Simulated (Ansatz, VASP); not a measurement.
# Two plane-wave programs on As

```xyz
4
Lattice="2.7953 0.0000 0.0000 -1.3976 2.4208 0.0000 0.0000 0.0000 9.4258" Properties=species:S:1:pos:R:3 pbc="T T T"
As    1.3976    2.4208    9.4258
As    2.7953    0.0000    4.7129
As    0.0000    1.6139    2.3565
As    1.3976    0.8069    7.0694
```

Alike in both runs: task single point; functional LDA; k mesh 14 × 14 × 4; occupations fermi-dirac, width 0.1 eV; no spin polarisation.

```csv
,VASP,Ansatz
version,VASP 6.6.1,Ansatz 0.2.0
potentials or method,"VASP PAW LDA potentials, release 64 (As)","plane waves (420 eV) with PAW, scalar-relativistic"
plane-wave cutoff (eV),520,420
valence electrons in the cell,20,60
```

|  | VASP | Ansatz | Ansatz less VASP |
| --- | --- | --- | --- |
| pressure (GPa) | 16.5 | 15.9 | -0.64 |
| largest component of the traceless stress (GPa) | 0.42 | 0.45 | +0.031 |

The two sets of potentials don't hold the same shells in valence. Ansatz warned: «pseudo_functional_mismatch».

Caveats: so large a pressure means that the cell lies far from this level's equilibrium, or that cutoff or potentials fall short (VASP).
